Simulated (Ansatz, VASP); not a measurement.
One calculation of AlRu, two programs

```
Ru Al
1.0
     3.03008    0.00000    0.00000
     0.00000    3.03008    0.00000
     0.00000    0.00000    3.03008
Ru Al
1 1
Cartesian
  1.5150 1.5150 1.5150
  0.0000 0.0000 0.0000
```

Alike in both runs: task single point; functional PBEsol; k mesh 6 × 6 × 6; occupations methfessel-paxton of order 1, width 0.1055 eV; no spin polarisation.

|  | VASP | Ansatz |
| --- | --- | --- |
| version | VASP 6.6.1 | Ansatz 0.2.0 |
| potentials or method | VASP PAW PBE potentials, release 64 (Ru_pv, Al) | PAW plane waves |
| plane-wave cutoff (eV) | 520 | 420 |
| valence electrons in the cell | 17 | 19 |

|  | VASP | Ansatz | Ansatz less VASP |
| --- | --- | --- | --- |
| gap on the k mesh at the Fermi level (eV) | none | none | - |
| pressure (GPa) | -10.6 | -10.6 | -0.03 |

A gap of «none» marks a metal or a gap that the smearing closes. The functional is the same, so the differences come from potentials, cutoffs and numerics. The two sets of potentials don't hold the same shells in valence.

Caveats: the PAW data sets were made with another functional, which shifts forces and pressure a little (VASP).
